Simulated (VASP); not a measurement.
A run of VASP 6.6.1 is set up as follows.

Contents of run.py:

```python
from ase.calculators.vasp import Vasp
from ase.dft.bandgap import bandgap
from ase.spacegroup import crystal

atoms = crystal(
    ['Cs'],
    basis=[[0.0, 0.0, 0.0]],
    spacegroup=229,
    setting=1,
    cellpar=[6.25693012, 6.25693012, 6.25693012, 90.0, 90.0, 90.0],
    primitive_cell=True,
)
calc = Vasp(
    directory='calc',
    xc='pbe',
    pp='PBE',
    setups='recommended',
    pp_version='54',
    prec='Accurate',
    encut=520,
    ediff=1e-06,
    ismear=0,
    sigma=0.02,
    lreal=False,
    lasph=True,
    nelm=80,
    algo='Normal',
    isif=2,
    lwave=False,
    lcharg=False,
    kpts=[6, 6, 6],
    gamma=True,
)
atoms.calc = calc

print('energy (eV):', atoms.get_potential_energy())
print('free energy (eV):', atoms.get_potential_energy(force_consistent=True))
print('forces (eV/A):')
print(atoms.get_forces())
print('stress (eV/A^3, Voigt):', atoms.get_stress())
print('Fermi level (eV):', calc.get_fermi_level())
gap, top, bottom = bandgap(calc)
print('band gap (eV):', gap, 'from (spin, k, band)', top, 'to', bottom)
```

Potentials or basis: VASP PAW PBE potentials, release 54 (Cs_sv).

Command:

```sh
$ python run.py
```

Question: What does it give for the band gap on the k mesh?

Answer: None (metal or under the smearing width).

Question: Estimate the pressure.

Answer: -0.1 GPa.

The run has no spin-orbit coupling, so splittings on Cs are missing.
